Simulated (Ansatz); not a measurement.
Field gradients at the nuclei in Ge3N4

The cell is an entry of the Crystallography Open Database (COD), its atoms then relaxed with PBE in this cell.

```cif
data_Ge3N4
_symmetry_space_group_name_H-M 'Fd-3m:1'
_symmetry_Int_Tables_number 227
_cell_length_a 8.3091
_cell_length_b 8.3091
_cell_length_c 8.3091
_cell_angle_alpha 90.000
_cell_angle_beta 90.000
_cell_angle_gamma 90.000
loop_
_atom_site_label
_atom_site_type_symbol
_atom_site_symmetry_multiplicity
_atom_site_Wyckoff_symbol
_atom_site_fract_x
_atom_site_fract_y
_atom_site_fract_z
Ge1 Ge 16 d 0.1250 0.1250 0.6250
Ge5 Ge 8 a 0.5000 0.5000 0.0000
N N 32 e 0.8832 0.8832 0.3832
```

One atom of each set is listed; the run and its k-mesh use a cell of 14 atoms with edges of 5.88, 5.88, 5.88 Å.

Computed with Ansatz: DFT, LDA, plane waves and PAW, scalar-relativistic, 420 eV cutoff, Γ-centred 6×6×6 k-points, Fermi–Dirac smearing 0.02 eV.

C_Q = eQV_zz/h, which is 24.18 MHz for Q = 1 b and V_zz = 10²¹ V/m²; η = (V_xx − V_yy)/V_zz. ν_Q = 3|C_Q|/[2I(2I − 1)].

73Ge: I = 9/2, Q = -196.0 mb; N-14: I = 1, Q = 20.44 mb. Q values from Pyykkö, Mol. Phys. 116, 1328 (2018).

| site | atoms | first shell | C_Q (MHz) | η | ν_Q (MHz) |
| --- | --- | --- | --- | --- | --- |
| Ge1 | 4 | 6 N at 2.01 Å | 1.40 | 0.00 | 0.058 |
| Ge5 | 2 | 4 N at 1.92 Å | 0 | – | 0 |
| N | 8 | 4 Ge at 1.92–2.01 Å | 2.06 | 0.00 | 3.08 |

An axis of threefold or higher order runs through Ge1 and N, so V_zz lies along it and η is zero. Ge5 sits on a cubic site, where every gradient vanishes.

At this cell the LDA pressure is -12 GPa, so with LDA the cell would shrink if it were relaxed.
